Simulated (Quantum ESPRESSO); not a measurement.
## MnO: phonon spectrum and thermodynamics under several settings

```
Mn O
1.0
     0.00000    2.22391    2.22391
     2.22391    0.00000    2.22391
     2.22391    2.22391    0.00000
Mn O
1 1
Direct
  0.00000 0.00000 0.00000
  0.50000 0.50000 0.50000
```

The cell is a database's computed one.

All runs used Quantum ESPRESSO 7.5; k mesh 4 × 4 × 4, shifted; relaxed cell; collinear spin, ferromagnetic start; cutoff 1306 eV; occupations fermi-dirac, width 0.05 eV; q mesh 2 × 2 × 2.

| level | potentials | volume (Å³/atom) | highest frequency (cm⁻¹) | zero-point energy (meV/atom) | entropy at room temperature (k_B/atom) |
| --- | --- | --- | --- | --- | --- |
| PBE | PseudoDojo 0.4.1 SR PBE standard | ? | ? | ? | ? |
| PBEsol | PseudoDojo 0.4.1 SR PBEsol standard | 10.32 | 397 | 45.3 | 2.96 |

Question: What stands in the row left open?

Answer: Volume 11.11 Å³/atom; highest frequency 415 cm⁻¹; zero-point energy 42.8 meV/atom; entropy at room temperature 3.08 k_B/atom.

Caveats: all runs use coarse meshes; the mesh is thin for the phonons of a metal; a cell with one magnetic atom can't hold antiferromagnetic order, which such compounds often take.

For the row left open. Caveat: the k mesh is coarse (spacing up to 0.61 Å⁻¹), so the values aren't converged; the mesh is thin for the phonons of a metal; the q mesh is small, so phonon branches between its points and thermal values are rough; a cell with one magnetic atom can't hold antiferromagnetic order, which such compounds often take.
